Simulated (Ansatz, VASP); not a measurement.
# Ni: VASP beside Ansatz

```
CELL_PARAMETERS angstrom
0.00000 1.71203 1.71203
1.71203 0.00000 1.71203
1.71203 1.71203 0.00000
ATOMIC_POSITIONS crystal
Ni 0.00000 0.00000 0.00000
```

Alike in both runs: functional LDA; k mesh 20 × 20 × 20; occupations gaussian, width 0.1 eV; collinear spin.

Ansatz relaxed the structure, and its values are those at the end. VASP's run is a single point on that final structure, the one shown.

```csv
,VASP,Ansatz
version,VASP 6.6.1,Ansatz 0.2.0
potentials or method,"VASP PAW LDA potentials, release 64 (Ni)","scalar-relativistic, plane waves, PAW"
plane-wave cutoff (eV),520,420
valence electrons in the cell,10,18
```

```csv
,VASP,Ansatz,Ansatz less VASP
gap on the k mesh at the Fermi level (eV),none,none,-
pressure (GPa),-0.2,0.0,+0.18
net moment per atom (μB),0.60,0.61,+0.014
size of the moment on the site where the two differ most (μB),0.60,0.64,+0.040
```

Site moments also hang on the region over which each program counts them. A gap of «none» marks a metal or a gap that the smearing closes. The two sets of potentials don't hold the same shells in valence.
